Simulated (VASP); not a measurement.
Runs of VASP 6.6.1 on Pd. The structure is cubic, space group Fm-3m (No. 225). Conventional cell: a = 3.893 Å, b = 3.893 Å, c = 3.893 Å, α = 90.00°, β = 90.00°, γ = 90.00°. Pd (site symmetry m-3m) has 12 Pd at 2.75 Å as nearest neighbours. 

```csv
task,level,potentials or basis,cell,k mesh,cutoff (eV),smearing,ladder,gap on the mesh (eV),pressure (GPa),relaxed volume (Å³/atom)
single point,r2SCAN,"VASP PAW PBE potentials, release 64 (Pd)",as given,12 × 12 × 12,520,fermi-dirac 0.05 eV,-,none,2.8,-
band structure,PBE,"VASP PAW PBE potentials, release 64 (Pd_sv_GW)",as given,12 × 12 × 12,600,fermi-dirac 0.05 eV,-,-,5.8,-
relaxation of cell and atoms,PBE+D3(BJ),"VASP PAW PBE potentials, release 64 (Pd)",relaxed,10 × 10 × 10,600,fermi-dirac 0.05 eV,gaps,none,0.0,14.68
relaxation of cell and atoms,SCAN,"VASP PAW PBE potentials, release 64 (Pd)",relaxed,12 × 12 × 12,600,methfessel-paxton 0.1 eV,-,none,0.0,(a)
```

Alike in all rows: no spin polarisation.

Task: Fill in the values left out.

Result: (a) 14.75.

Caveats: the PAW data sets were made with another functional, which shifts forces and pressure a little (some runs); pairwise dispersion overbinds metals, which lowers pressure and volume (some runs).

A k mesh can miss the band edges, and the runs leave out spin-orbit coupling on Pd.

A gap of «none» marks a metal or a gap under the smearing width.

Not every run made on this cell is shown here.
